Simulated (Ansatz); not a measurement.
# BaO (Fm-3m)

The calculation used DFT PBE, scalar-relativistic, plane waves, PAW in Ansatz 0.2.0.

Plane waves to 420 eV, a k mesh through Γ of 8×8×8 on the computed 2-atom cell and Gaussian smearing (0.02 eV); no spin polarisation.

The structure is relaxed at this level of theory with its symmetry kept.

```yaml
crystal:
  lattice:
    - [0.00000, 2.78666, 2.78666]
    - [2.78666, 0.00000, 2.78666]
    - [2.78666, 2.78666, 0.00000]
  atoms:
    - { symbol: Ba, position: [0.00000, 0.00000, 0.00000] }
    - { symbol: O, position: [0.50000, 0.50000, 0.50000] }
```

**Question.** Formation energy from the elements' standard states (uncorrected)?

**Answer.** -2.519 eV/atom.

**Question.** Kohn–Sham band gap?

**Answer.** 2.10 eV.

**Question.** Löwdin character of the top 1 eV of the valence band?

**Answer.** O 2p 90 %, unprojected 5 %.

**Question.** Bader charges (e)?

**Answer.** Ba (1 in the cell) 1.43, O (1 in the cell) -1.43.

Spin-orbit coupling is left out, which matters for the bands of heavy elements.

Cost: 1 run of about 0.12 core-minutes, on Intel Xeon 6975P-C (Granite Rapids) (shared hosts).